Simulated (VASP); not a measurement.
# SiO (Pm-3m) in VASP: notebook

The runs below take SiO through equation of state, elastic constants, with r2SCAN.

Program: VASP 6.6.1. These are calculated values, not measurements. Logs are shortened: lines on timing, memory, paths and dates and some standing lists are left out, and cuts for length are marked.

## (1) The structure

The structure is cubic, space group Pm-3m (No. 221). The conventional cell has a = 2.807 Å, b = 2.807 Å, c = 2.807 Å, α = 90.00°, β = 90.00°, γ = 90.00°. Si (site symmetry m-3m) has 8 O at 2.43 Å as nearest neighbours. Around O (site symmetry m-3m) lie 8 Si at 2.43 Å.

The cell was built by a generator and needn't be a form met in nature.

## (2) Equation of state, r2SCAN, 10.39 Å³/atom (volume scaled by 0.94)

INCAR reads:

```
SYSTEM = SiO
ALGO     = Normal         ! electronic algorithm
EDIFF    = 1E-7           ! SCF threshold, eV
ENCUT    = 520            ! plane-wave cutoff, eV
ISIF     = 2              ! what is computed and relaxed
ISMEAR   = -1             ! smearing method
LASPH    = .True.         ! aspherical terms in the spheres
LCHARG   = .False.        ! write CHGCAR
LMIXTAU  = .True.       
LREAL    = .False.        ! projectors in reciprocal space
LWAVE    = .False.        ! write WAVECAR
METAGGA  = R2SCAN         ! meta-GGA
NELM     = 80             ! most SCF steps
PREC     = Accurate       ! precision mode
SIGMA    = 0.05           ! smearing width, eV
```

KPOINTS reads:

```
k-points
0
Gamma
  9 9 9
  0 0 0
```

POSCAR reads:

```
SiO
1.0
    2.7496688196      0.0000000000      0.0000000000
    0.0000000000      2.7496688196      0.0000000000
    0.0000000000      0.0000000000      2.7496688196
Si O
1 1
Direct
    0.0000000000      0.0000000000      0.0000000000
    0.5000000000      0.5000000000      0.5000000000
```

Potentials or basis: VASP PAW PBE potentials, release 64 (Si, O).

Command:

```console
$ cat potpaw_PBE.64/Si/POTCAR potpaw_PBE.64/O/POTCAR > POTCAR
$ mpirun -np 1 vasp_std > vasp.out
```

OUTCAR:

```text
SYSTEM = SiO
   EDIFF = 1E-7
   ENCUT = 520
   ISIF = 2
   ISMEAR = -1
   LASPH = .True.
   LREAL = .False.
   METAGGA = R2SCAN
   NELM = 80
   PREC = Accurate

 Found     35 irreducible k-points:

 Following reciprocal coordinates:
            Coordinates               Weight
  0.000000  0.000000  0.000000      1.000000
  0.111111  0.000000  0.000000      6.000000
  0.222222  0.000000  0.000000      6.000000
  0.333333  0.000000  0.000000      6.000000
  0.444444  0.000000  0.000000      6.000000
  0.111111  0.111111  0.000000     12.000000
   k-points           NKPTS =     35   k-points in BZ     NKDIM =     35   number of bands    NBANDS=      9
   number of dos      NEDOS =    301   number of ions     NIONS =      2
   total plane-waves  NPLWV =   8000
   dimension x,y,z NGX =    20 NGY =   20 NGZ =   20
   dimension x,y,z NGXF=    40 NGYF=   40 NGZF=   40
   ions per type =               1   1
   NGX,Y,Z   is equivalent  to a cutoff of  12.09, 12.09, 12.09 a.u.
   NGXF,Y,Z  is equivalent  to a cutoff of  24.18, 24.18, 24.18 a.u.
 SYSTEM =  SiO
   PREC   = accura    normal or accurate (medium, high low for compatibility)
   ISTART =      0    job   : 0-new  1-cont  2-samecut
   ICHARG =      2    charge: 1-file 2-atom 10-const
   ISPIN  =      1    spin polarized calculation?
   LNONCOLLINEAR =      F non collinear calculations
   LSORBIT =      F    spin-orbit coupling
   LASPH  =      T    aspherical Exc in radial PAW
   ENCUT  =  520.0 eV  38.22 Ry    6.18 a.u.   5.11  5.11  5.11*2*pi/ulx,y,z
   NELM   =     80;   NELMIN=  2; NELMDL= -5     # of ELM steps
   EDIFF  = 0.1E-06   stopping-criterion for ELM
   LREAL  =      F    real-space projection
   EDIFFG = 0.1E-05   stopping-criterion for IOM
   NSW    =      0    number of steps for IOM
   IBRION =     -1    ionic relax: 0-MD 1-quasi-New 2-CG
   NFREE  =      0    steps in history (QN), initial steepest desc. (CG)
   ISIF   =      2    stress and relaxation
   ISYM   =      2    0-nonsym 1-usesym 2-fastsym
   POTIM  = 0.5000    time-step for ionic-motion
   TEBEG  =    0.0;   TEEND  =   0.0 temperature during run
   PSTRESS=    0.0 pullay stress
   NELECT =      10.0000    total number of electrons
   NUPDOWN=      -1.0000    fix difference up-down
   EMIN   =  10.00;   EMAX   =-10.00  energy-range for DOS
   EFERMI =   0.00;   METHOD = LEGACY
   ISMEAR =    -1;   SIGMA  =   0.05  broadening in eV -4-tet -1-fermi 0-gaus
   EFERMI_NEDOS =   21; number of points for ismear=-14 and -15
   IALGO  =     38    algorithm
   IMIX   =      4    mixing-type and parameters
     AMIX     =   0.40;   BMIX     =  1.00
     AMIX_MAG =   1.60;   BMIX_MAG =  1.00
  volume/ion in A,a.u.               =      10.39        70.15
  Fermi-wavevector in a.u.,A,eV,Ry     =   1.282708  2.423966 22.386204  1.645340
  Thomas-Fermi vector in A             =   2.415004
   LORBIT       =      0    0 simple, 1 ext, 2 COOP (PROOUT), +10 PAW based schemes
   METAGGA = R2SCAN    functional components
   LHFCALC =     F    Hartree Fock is set to
   AEXX    =    0.0000 exact exchange contribution
   IVDW    =     0    specifies the selected vdW correction
   LEPSILON=     F    determine dielectric tensor
   LRPA    =     F    only Hartree local field effects (RPA)
 non-spin polarized calculation
  energy-cutoff  :      520.00
  volume of cell :       20.79
 maximum number of plane-waves:       587
   NGX = 11   NGY = 11   NGZ = 11

 number of electron      10.0000000 magnetization

 number of electron       9.9999997 magnetization

 Free energy of the ion-electron system (eV)
  ---------------------------------------------------
  ext. energy  EPLUGINS =         0.00000000
  ---------------------------------------------------
  free energy    TOTEN  =       -14.28959027 eV

  energy without entropy =      -14.28636925  energy(sigma->0) =      -14.28797976

 E-fermi :   9.0351     XC(G=0): -12.4054

 val. band max:        8.7538459238   @ k =   0.2222   0.2222   0.2222
 cond. band min:       9.1062588476   @ k =   0.4444   0.1111   0.1111
 fundamental gap:      0.3524129238
 Fermi energy:         9.0351310716

 k-point     1 :       0.0000    0.0000    0.0000
  band No.  band energies     occupation
      1     -12.8494      2.00000
      2       1.7647      2.00000
      3       5.0318      2.00000
      4       5.0318      2.00000
      5       5.0318      2.00000
      6      15.2143      0.00000
      7      15.2143      0.00000
      8      18.1286      0.00000
      9      18.1286      0.00000

 k-point     2 :       0.1111    0.0000    0.0000
  band No.  band energies     occupation
      1     -12.7206      2.00000
      2       1.1451      2.00000
      3       5.1214      2.00000
      4       5.1214      2.00000
      5       5.2991      2.00000
      6      14.5641      0.00000
      7      15.4247      0.00000
      8      17.9639      0.00000
      9      17.9639      0.00000

 k-point     3 :       0.2222    0.0000    0.0000
  band No.  band energies     occupation
      1     -12.3688      2.00000
      2      -0.2248      2.00000
      3       5.3602      2.00000
      4       5.3602      2.00000
      5       5.9452      2.00000
      6      13.2515      0.00000
      7      16.0312      0.00000
      8      17.5059      0.00000
      9      17.5059      0.00000

 k-point     4 :       0.3333    0.0000    0.0000
  band No.  band energies     occupation
      1     -11.9088      2.00000
      2      -1.6237      2.00000
      3       5.6559      2.00000
      4       5.6559      2.00000
      5       6.8398      2.00000
      6      11.7468      0.00000
      7      16.9175      0.00000
      8      16.9175      0.00000
      9      16.9248      0.00000

 k-point     5 :       0.4444    0.0000    0.0000
  band No.  band energies     occupation
      1     -11.5602      2.00000
      2      -2.5065      2.00000
      3       5.8658      2.00000
      4       5.8658      2.00000
      5       7.7791      2.00000
      6      10.4505      0.00000
      7      16.4970      0.00000
      8      16.4970      0.00000
      9      17.7459      0.00000

 k-point     6 :       0.1111    0.1111    0.0000
  band No.  band energies     occupation
      1     -12.5950      2.00000
      2       0.8215      2.00000
      3       4.3302      2.00000
      4       5.2088      2.00000
      5       6.1826      2.00000
      6      14.6000      0.00000
      7      14.7272      0.00000
      8      17.8501      0.00000
      9      18.1866      0.00000

 [... further k-points ...]
[... 5 lines left out ...]
  --------------------------------------------------------------------------------------
  -------------------------------------------------------------------------------------
  Total        1.0855468      1.0855468      1.0855468      0.0000000     -0.0000000      0.0000000
  in kB       83.6600201     83.6600201     83.6600201      0.0000000     -0.0000000      0.0000000
  external PRESSURE =      83.6600201 kB  Pullay stress =       0.0000000 kB

 VOLUME and BASIS-vectors are now :
 -----------------------------------------------------------------------------
  energy-cutoff  :      520.00
  volume of cell :       20.79
      direct lattice vectors                 reciprocal lattice vectors
     2.749668820  0.000000000  0.000000000     0.363680161  0.000000000  0.000000000
     0.000000000  2.749668820  0.000000000     0.000000000  0.363680161  0.000000000
     0.000000000  0.000000000  2.749668820     0.000000000  0.000000000  0.363680161

 POSITION                                       TOTAL-FORCE (eV/Angst)
 -----------------------------------------------------------------------------------
      0.00000      0.00000      0.00000         0.000000      0.000000      0.000000
      1.37483      1.37483      1.37483         0.000000      0.000000      0.000000
 -----------------------------------------------------------------------------------
    total drift:                                0.000000      0.000000      0.000000

  FREE ENERGIE OF THE ION-ELECTRON SYSTEM (eV)
  ---------------------------------------------------
  free  energy   TOTEN  =       -14.2895902678 eV

  energy  without entropy=      -14.2863692535  energy(sigma->0) =      -14.28797976
```

Wall time 12 s (1 thread of AMD EPYC 9R45 (Zen 5), shared host); peak memory 0.09 GiB.

Results:

- Free energy: -14.2896 eV
- Pressure: 8.4 GPa
- Band gap on the k mesh: none (metal or under the smearing width)

Caveat: the PAW data sets were made with another functional, which shifts forces and pressure a little.

## (3) Equation of state, r2SCAN, 10.62 Å³/atom (volume scaled by 0.96)

INCAR reads:

```
PREC = Accurate
ENCUT = 520
EDIFF = 1E-6
ISMEAR = -1
SIGMA = 0.05
LREAL = F
LASPH = T
NELM = 60
ALGO = Normal
ISIF = 2
LWAVE = F
LCHARG = F
METAGGA = R2SCAN
LMIXTAU = T
```

KPOINTS reads:

```
Automatic mesh
0
Gamma
  9 9 9
```

POSCAR reads:

```
SiO
1.0
    2.7690333225      0.0000000000      0.0000000000
    0.0000000000      2.7690333225      0.0000000000
    0.0000000000      0.0000000000      2.7690333225
Si O
1 1
Direct
    0.0000000000      0.0000000000      0.0000000000
    0.5000000000      0.5000000000      0.5000000000
```

Potentials or basis: VASP PAW PBE potentials, release 64 (Si, O).

Command:

```console
$ cat potpaw_PBE.64/Si/POTCAR potpaw_PBE.64/O/POTCAR > POTCAR
$ mpirun -np 1 vasp_std > vasp.out
```

Run time: 16 s. Hardware: 1 thread of AMD EPYC 9R45 (Zen 5), shared host; peak memory 0.11 GiB.

The run converged. Its results:

* Free energy: -14.3089 eV
* Pressure: 5.2 GPa
* Band gap on the k mesh: none (metal or under the smearing width)

Caveat: the PAW data sets were made with another functional, which shifts forces and pressure a little.

## (4) Equation of state, r2SCAN, 10.84 Å³/atom (volume scaled by 0.98)

INCAR, as its differences from that of step 3:

```diff
@@ -7,3 +7,3 @@
 LASPH = T
-NELM = 60
+NELM = 80
 ALGO = Normal
```

KPOINTS is that of step 3.

POSCAR reads:

```
SiO
1.0
    2.7881307075      0.0000000000      0.0000000000
    0.0000000000      2.7881307075      0.0000000000
    0.0000000000      0.0000000000      2.7881307075
Si O
1 1
Direct
    0.0000000000      0.0000000000      0.0000000000
    0.5000000000      0.5000000000      0.5000000000
```

Command:

```console
$ cat potpaw_PBE.64/Si/POTCAR potpaw_PBE.64/O/POTCAR > POTCAR
$ mpirun -np 1 vasp_std > vasp.out
```

Wall time 16 s (1 thread of AMD EPYC 9R45 (Zen 5), shared host); peak memory 0.11 GiB.

The run converged. Its results:

* Free energy: -14.3196 eV
* Pressure: 2.2 GPa
* Band gap on the k mesh: none (metal or under the smearing width)

Caveat: the PAW data sets were made with another functional, which shifts forces and pressure a little.

## (5) Equation of state, r2SCAN, 11.28 Å³/atom (volume scaled by 1.02)

INCAR reads:

```
PREC = Accurate
ENCUT = 520
EDIFF = 1E-6
ISMEAR = -1
SIGMA = 0.05
LREAL = False
LASPH = True
NELM = 80
ALGO = Normal
ISIF = 2
LWAVE = False
LCHARG = False
METAGGA = R2SCAN
LMIXTAU = True
```

KPOINTS is that of step 4.

POSCAR reads:

```
SiO
1.0
    2.8255597471      0.0000000000      0.0000000000
    0.0000000000      2.8255597471      0.0000000000
    0.0000000000      0.0000000000      2.8255597471
Si O
1 1
Direct
    0.0000000000      0.0000000000      0.0000000000
    0.5000000000      0.5000000000      0.5000000000
```

Command:

```console
$ cat potpaw_PBE.64/Si/POTCAR potpaw_PBE.64/O/POTCAR > POTCAR
$ mpirun -np 1 vasp_std > vasp.out
```

It took 15 s on 1 thread of AMD EPYC 9R45 (Zen 5), shared host; peak memory 0.11 GiB.

Results (log left out):

```
Free energy            : -14.3182 eV
Pressure               : -3.0 GPa
Band gap on the k mesh : none (metal or under the smearing width)
```

Caveat: the PAW data sets were made with another functional, which shifts forces and pressure a little.

## (6) Equation of state, r2SCAN, 11.50 Å³/atom (volume scaled by 1.04)

INCAR reads:

```
SYSTEM = SiO
  ALGO = Normal
  EDIFF = 1E-7
  ENCUT = 520
  ISIF = 2
  ISMEAR = -1
  LASPH = .TRUE.
  LCHARG = .FALSE.
  LMIXTAU = .TRUE.
  LREAL = .FALSE.
  LWAVE = .FALSE.
  METAGGA = R2SCAN
  NELM = 60
  PREC = Accurate
  SIGMA = 0.05
```

KPOINTS reads:

```
k-points
0
G
  9 9 9
  0 0 0
```

POSCAR reads:

```
SiO
1.0
    2.8439080517      0.0000000000      0.0000000000
    0.0000000000      2.8439080517      0.0000000000
    0.0000000000      0.0000000000      2.8439080517
Si O
1 1
Direct
    0.0000000000      0.0000000000      0.0000000000
    0.5000000000      0.5000000000      0.5000000000
```

Potentials or basis: VASP PAW PBE potentials, release 64 (Si, O).

Command:

```console
$ cat potpaw_PBE.64/Si/POTCAR potpaw_PBE.64/O/POTCAR > POTCAR
$ mpirun -np 1 vasp_std > vasp.out
```

It took 17 s on 1 thread of AMD EPYC 9R45 (Zen 5), shared host; peak memory 0.11 GiB.

Results (log left out):

| Quantity | Value |
| --- | --- |
| Free energy | -14.3073 eV |
| Pressure | -5.2 GPa |
| Band gap on the k mesh | none (metal or under the smearing width) |

Caveat: the PAW data sets were made with another functional, which shifts forces and pressure a little.

## (7) Equation of state, r2SCAN, 11.72 Å³/atom (volume scaled by 1.06)

INCAR reads:

```
SYSTEM = SiO
PREC = Accurate
ENCUT = 520
EDIFF = 1E-7
ISMEAR = -1
SIGMA = 0.05
LREAL = .FALSE.
LASPH = .TRUE.
NELM = 100
ALGO = Normal
ISIF = 2
LWAVE = .FALSE.
LCHARG = .FALSE.
METAGGA = R2SCAN
LMIXTAU = .TRUE.
```

KPOINTS reads:

```
Automatic mesh
0
G
  9 9 9
  0 0 0
```

POSCAR reads:

```
SiO
1.0
    2.8620226042      0.0000000000      0.0000000000
    0.0000000000      2.8620226042      0.0000000000
    0.0000000000      0.0000000000      2.8620226042
Si O
1 1
Direct
    0.0000000000      0.0000000000      0.0000000000
    0.5000000000      0.5000000000      0.5000000000
```

Command:

```console
$ cat potpaw_PBE.64/Si/POTCAR potpaw_PBE.64/O/POTCAR > POTCAR
$ mpirun -np 1 vasp_std > vasp.out
```

Run time: 17 s. Hardware: 1 thread of AMD EPYC 9R45 (Zen 5), shared host; peak memory 0.11 GiB.

It converged, with:

| Property | Result |
| --- | --- |
| Free energy | -14.2905 eV |
| Pressure | -7.2 GPa |
| Band gap on the k mesh | none (metal or under the smearing width) |

Caveat: the PAW data sets were made with another functional, which shifts forces and pressure a little.

## (8) Elastic constants, r2SCAN

POSCAR reads:

```
SiO
1.0
    2.8069700000      0.0000000000      0.0000000000
    0.0000000000      2.8069700000      0.0000000000
    0.0000000000      0.0000000000      2.8069700000
Si O
1 1
Direct
    0.0000000000      0.0000000000      0.0000000000
    0.5000000000      0.5000000000      0.5000000000
```

INCAR.step1 reads:

```
SYSTEM = SiO
PREC = Accurate
ENCUT = 600
EDIFF = 1E-8
ISMEAR = 0
SIGMA = 0.05
LREAL = .False.
LASPH = .True.
NELM = 80
ALGO = Normal
ISIF = 3
LWAVE = .False.
LCHARG = .False.
METAGGA = R2SCAN
LMIXTAU = .True.
IBRION = 2
NSW = 40
EDIFFG = -0.002
```

INCAR.step2 reads:

```
SYSTEM = SiO
PREC = Accurate
ENCUT = 600
EDIFF = 1E-8
ISMEAR = 0
SIGMA = 0.05
LREAL = .False.
LASPH = .True.
NELM = 80
ALGO = Normal
ISIF = 3
LWAVE = .False.
LCHARG = .False.
METAGGA = R2SCAN
LMIXTAU = .True.
IBRION = 6
NFREE = 2
POTIM = 0.015
NSW = 1
```

KPOINTS reads:

```
regular mesh
0
Gamma
  7 7 7
  0 0 0
```

Command:

```console
$ cat potpaw_PBE.64/Si/POTCAR potpaw_PBE.64/O/POTCAR > POTCAR
$ cp INCAR.step1 INCAR
$ mpirun -np 1 vasp_std > vasp.out
$ cp CONTCAR POSCAR
$ cp INCAR.step2 INCAR
$ mpirun -np 1 vasp_std > vasp.out
```

Wall time 7 min (1 thread of AMD EPYC 9R45 (Zen 5), shared host); peak memory 0.15 GiB.

It converged, with:

* Relaxed volume: 10.90 Å³/atom
* Relaxed cell: a = 2.793 Å, b = 2.793 Å, c = 2.793 Å, α = 90.00°, β = 90.00°, γ = 90.00°
* Space group after relaxing (to 0.05 Å): Pm-3m (No. 221)
* Elastic constants C11, C12, C44: 128, 135, -93 GPa
* Voigt bulk modulus: 132 GPa
* Highest phonon frequency at Γ, LO-TO splitting left out: 0 cm⁻¹
* Most unstable mode: 494i cm⁻¹

Step by step:
| step | energy change (eV) | largest force (eV/Å) | pressure (GPa) | volume (Å³) |
| --- | --- | --- | --- | --- |
| 1 | 0.0000 | 0.0000 | -1.84 | 22.12 |
| 2 | -0.0017 | 0.0000 | 0.53 | 21.71 |
| 3 | -0.0018 | 0.0000 | 0.00 | 21.80 |

Final structure:
```yaml
crystal:
  lattice:
    - [2.79347, 0.00000, 0.00000]
    - [0.00000, 2.79347, 0.00000]
    - [0.00000, 0.00000, 2.79347]
  atoms:
    - { symbol: Si, position: [0.00000, 0.00000, 0.00000] }
    - { symbol: O, position: [0.50000, 0.50000, 0.50000] }
```

Phonon frequencies in cm⁻¹ (negative: imaginary):
| q point | frequencies |
| --- | --- |
| (0.000, 0.000, 0.000) | -494 -494 -494 0 0 0 |

Elastic tensor in Voigt notation (GPa, in the Cartesian axes of the cell as first typed):
```
128 135 135   0   0   0
135 128 135   0   0   0
135 135 128   0   0   0
  0   0   0 -93   0   0
  0   0   0   0 -93   0
  0   0   0   0   0 -93
```

Clamped-ion elastic tensor (GPa):
```
128 135 135   0   0   0
135 128 135   0   0   0
135 135 128   0   0   0
  0   0   0 -93   0   0
  0   0   0   0 -93   0
  0   0   0   0   0 -93
```

Caveat: some modes are imaginary; the elastic tensor has a negative eigenvalue, so either the cell is unstable as it stands or the mesh is too thin; the PAW data sets were made with another functional, which shifts forces and pressure a little.

## (9) Equation of state, r2SCAN

Potentials or basis: VASP PAW PBE potentials, release 64 (Si, O).

This step only gathers the single runs of the series.

What came out:

* Equilibrium volume: 11.03 Å³/atom
* Bulk modulus: 131 GPa
* Pressure derivative of the bulk modulus: 3.5

Energy against volume, from the lowest point:
```
volume (Å³/atom)  energy (meV/atom)
          10.395              16.44
          10.616               6.80
          10.837               1.45
          11.058               0.00
          11.279               2.15
          11.500               7.58
          11.722              15.97
```

Caveat: the PAW data sets were made with another functional, which shifts forces and pressure a little.
